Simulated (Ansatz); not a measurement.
## BaTiO₃, space group R3m: a relaxation of cell and ions

Run with Ansatz 0.2.0 through its Python package.

The script reads `batio3.vasp`:
```text
BaTiO3
1.0
   2.82736661    1.63238087    2.31839349
  -2.82736661    1.63238087    2.31839349
   0.00000000   -3.26476174    2.31839349
Ba Ti O
1 1 3
Direct
   0.00000000    0.00000000    0.00000000
   0.48450000    0.48450000    0.48450000
   0.50860000    0.50860000    0.01750000
   0.01750000    0.50860000    0.50860000
   0.50860000    0.01750000    0.50860000
```

The script, `batio3_vcrelax.py`:
```python
"""Variable-cell relaxation of BaTiO3."""

from pathlib import Path
import argparse

import ansatz as az
from ase import Atoms
from ase.io import read
from ase.neighborlist import neighbor_list
import matplotlib.pyplot as plt
import numpy as np

parser = argparse.ArgumentParser(description="Variable-cell relaxation of BaTiO3.")
parser.add_argument("--functional", default="PBEsol", help="exchange-correlation functional")
parser.add_argument("--width-ev", type=float, required=True, help="smearing width (eV)")
parser.add_argument("--force-tol", type=float, required=True, help="force threshold (eV/A)")
args = parser.parse_args()

def edges_and_angles(cell):
    cell = np.asarray(cell)
    a, b, c = np.linalg.norm(cell, axis=1)
    cosines = cell[1] @ cell[2] / (b * c), cell[0] @ cell[2] / (a * c), cell[0] @ cell[1] / (a * b)
    return (a, b, c, *np.degrees(np.arccos(cosines)))

atoms = read("batio3.vasp", format="vasp")
crystal = az.Crystal.from_ase(atoms)

# part of the cell is held
model = (
    crystal.calculation()
    .functional(args.functional)
    .pseudopotentials("paw")
    .kpoints(6)
    .occupations(az.OccupationsMethod.METHFESSEL_PAXTON, width=args.width_ev)
    .relax(force_tolerance=args.force_tol, fix_cell=["c", "angles"])
    .density()
    .potential()
    .electron_localization_function()
    .output_files(volumetric_format="npy")
)
steps = []


def collect(event):
    if event["event"] == "relax_step":
        steps.append(event["data"])


outcome = model.session().plan().execute(on_event=collect)
r = outcome.report
print("step   energy (eV)     max comp. (eV/A)   P (GPa)  SCF")
for s in steps:
    print(f"{s['step']:4d} {s['lagrangian_ev']:15.5f} {s['allowed_force_max_ev_ang']:12.4f} {s['pressure_gpa']:10.3f} {s['n_scf']:5d}")

first, last = steps[0], steps[-1]
symbols = [site.symbol for site in outcome.lattice.sites]
print(f"energy gained {first['lagrangian_ev'] - last['lagrangian_ev']:.4f} eV in {len(steps) - 1} steps")
for label, vectors in (("before", first["cell_ang"]), ("after", outcome.lattice.cell_ang)):
    print(label, "a b c (A) {:.4f} {:.4f} {:.4f}  angles {:.2f} {:.2f} {:.2f}".format(*edges_and_angles(vectors)), f" V = {abs(np.linalg.det(vectors)):.3f} A^3")
print("final stress xx yy zz (GPa, compression positive):", np.round(np.diag(r["stress_gpa"]), 3) + 0.0)

print("relaxed fractional positions")
for site in outcome.lattice.sites:
    print(f"  {site.symbol:2s}", " ".join(f"{v % 1:8.5f}" for v in np.round(site.position_frac, 5)))

final = Atoms(symbols, positions=last["positions_ang"], cell=outcome.lattice.cell_ang, pbc=True)
i, j, d = neighbor_list("ijd", final, 4.5)
print("neighbours within 1.15 times the shortest distance of each atom (A)")
for atom in range(len(final)):
    near = [m for m in np.argsort(d) if i[m] == atom]
    shell = [m for m in near if d[m] < 1.15 * d[near[0]]]
    print(f"{symbols[atom]}{atom} ({len(shell)}):", ", ".join(f"{symbols[j[m]]} {d[m]:.3f}" for m in shell))

fig, (top, bottom) = plt.subplots(2, 1, sharex=True, figsize=(4.5, 4))
top.plot([s["lagrangian_ev"] - last["lagrangian_ev"] for s in steps], "o-")
top.set_ylabel("E - E(final) (eV)")
bottom.semilogy([max(s["allowed_force_max_ev_ang"], 1e-6) for s in steps], "s-")
bottom.set(xlabel="step", ylabel="largest force (eV/A)")
fig.tight_layout()
fig.savefig("relax.png", dpi=100)

change = np.array(last["positions_ang"]) @ np.linalg.inv(last["cell_ang"]) - np.array(first["positions_ang"]) @ np.linalg.inv(first["cell_ang"])
moved = np.linalg.norm(change @ np.array(last["cell_ang"]), axis=1)
print("displacement within the cell, strain taken out (A):", " ".join(f"{s}:{d:.3f}" for s, d in zip(symbols, moved)))

n_atoms = len(r["lattice"]["sites"])
print("F =", round(r["free_energy_ev"], 4), "eV for", n_atoms, "atoms")
print("E(sigma -> 0) =", round(r["energy_sigma0_ev"], 4), "eV, TS =", round(r["entropy_ts_ev"], 5), "eV")
print("closed by", r["closed_by"], "after", r["n_iterations"], "iterations")

folder = Path(outcome.write_results("fields"))
print("densities in e/A^3, potentials in eV, ELF without unit")
for name in sorted(p.name for p in folder.glob("*.npy")):
    field = np.load(folder / name)
    print(f"{name:16s} {str(field.shape):16s} min {field.min():10.4f}  mean {field.mean():10.4f}  max {field.max():10.4f}")
```

```console
$ python batio3_vcrelax.py --width-ev 0.05 --force-tol 0.03
DeckWarning: basis.ecutwfc = 420 eV, auto-derived from the records' recommended cutoffs: set by Ba (normal level)
DeckWarning: crystal.symmetry: narrowed to the stabiliser of the fixed cell quantities (relax.cell.fix) — unitary ops 6 → 2. The narrowing is safe, since a smaller group never makes results wrong: [...]
step   energy (eV)     max comp. (eV/A)   P (GPa)  SCF
   1    -10027.47844       0.1443     -1.249     6
   2    -10027.47683       0.2971     -0.060     5
   3    -10027.48443       0.0873     -0.195     8
   4    -10027.48472       0.0484     -0.165     3
   5    -10027.48581       0.0510     -0.339     5
   6    -10027.48607       0.0015     -0.089     5
   7    -10027.48389       0.0015     -0.153     6
   8    -10027.48403       0.0004     -0.078     4
   9    -10027.48390       0.0004     -0.080     5
energy gained 0.0055 eV in 8 steps
before a b c (A) 4.0042 4.0042 4.0042  angles 89.84 89.84 89.84  V = 64.201 A^3
after a b c (A) 3.9828 3.9828 4.0042  angles 89.84 89.84 89.84  V = 63.516 A^3
final stress xx yy zz (GPa, compression positive): [ 0.095 -0.144 -0.191]
relaxed fractional positions
  Ba  0.99807  0.99807  0.99659
  Ti  0.48762  0.48762  0.48428
  O   0.50889  0.50889  0.01769
  O   0.01502  0.50960  0.51032
  O   0.50960  0.01502  0.51032
neighbours within 1.15 times the shortest distance of each atom (A)
Ba0 (12): O 2.757, O 2.757, O 2.760, O 2.814, O 2.814, O 2.815, O 2.815, O 2.828, O 2.828, O 2.883, O 2.900, O 2.900
Ti1 (6): O 1.872, O 1.887, O 1.887, O 2.106, O 2.106, O 2.140
O2 (2): Ti 1.872, Ti 2.140
O3 (2): Ti 1.887, Ti 2.106
O4 (2): Ti 1.887, Ti 2.106
displacement within the cell, strain taken out (A): Ba:0.017 Ti:0.018 O:0.002 O:0.013 O:0.013
F = -10027.4839 eV for 5 atoms
E(sigma -> 0) = -10027.4839 eV, TS = -0.0 eV
closed by deck_thresholds after 5 iterations
densities in e/A^3, potentials in eV, ELF without unit
elf.npy          (27, 27, 27)     min     0.0000  mean     0.3522  max     0.8819
rho.npy          (27, 27, 27)     min     0.0387  mean     0.6298  max    10.0153
v_es.npy         (27, 27, 27)     min   -46.7371  mean     5.6433  max    15.3401
v_tot.npy        (27, 27, 27)     min   -72.1908  mean    -5.8595  max     8.4731
```
(Warnings from the package without file and line, shortened.)

Notes:
- Total energies depend on the potentials; only differences at equal settings carry meaning. A total without «per atom» is that of the cell as typed.
- No spin polarisation was allowed.
- Part of the cell is held or a pressure is applied, so the end point needn't be the zero-pressure lattice.
- Energies along a relaxation are free energies. Rows at an unchanged volume are solved on a plane-wave basis chosen afresh for that cell, so the energy jumps there and such rows are no steps of the walk.
- Edges and angles are those of the cell as typed, here a primitive one, not of the conventional cell.
- The cell relaxed to the group Cm; tensors and edges are in the axes of the typed cell.
- In a crystal with a gap the Fermi level's place inside it depends on smearing and mesh.
- The fields are valence quantities on the plane-wave grid; their values near the nuclei depend on the potentials.
- The starting cell is as deposited in a crystallographic database; the results hold for this polymorph, which needn't be the stable one.
- Hardware and time: 99 s on 1 thread of Intel(R) Xeon(R) Processor @ 2.30GHz, on a shared host, peak memory 0.72 GiB.
